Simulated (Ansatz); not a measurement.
BP:

```
CELL_PARAMETERS angstrom
0.00000 2.26900 2.26900
2.26900 0.00000 2.26900
2.26900 2.26900 0.00000
ATOMIC_POSITIONS crystal
P 0.75000 0.75000 0.75000
B 0.00000 0.00000 0.00000
```

Base run:

| Quantity | Value |
| --- | --- |
| Program | Ansatz 0.2.0 |
| Functional | PBEsol |
| Potentials or basis | Ansatz PAW |
| Cutoff | 420 eV (not typed: the program's choice for these potentials) |
| k mesh | 10 × 10 × 10 |
| Occupations | gaussian, width 0.05 eV |
| Spin | no spin polarisation |

Its results: band gap on the k mesh 1.13 eV, indirect (least direct gap 3.36 eV); pressure -2.0 GPa.

**Question.** The run is repeated on the same cell with these changes: functional from PBEsol to LDA. What comes out?

**Answer.** Band gap on the k mesh 1.19 eV, indirect (least direct gap 3.38 eV); pressure -5.2 GPa.

LDA binds more tightly than PBEsol, so the same cell stands under less pressure.

Caveats: the PAW data sets come from PBE, with cores solved anew for the run's functional, which leaves a small shift of forces and pressure.

A k mesh can miss the band edges.
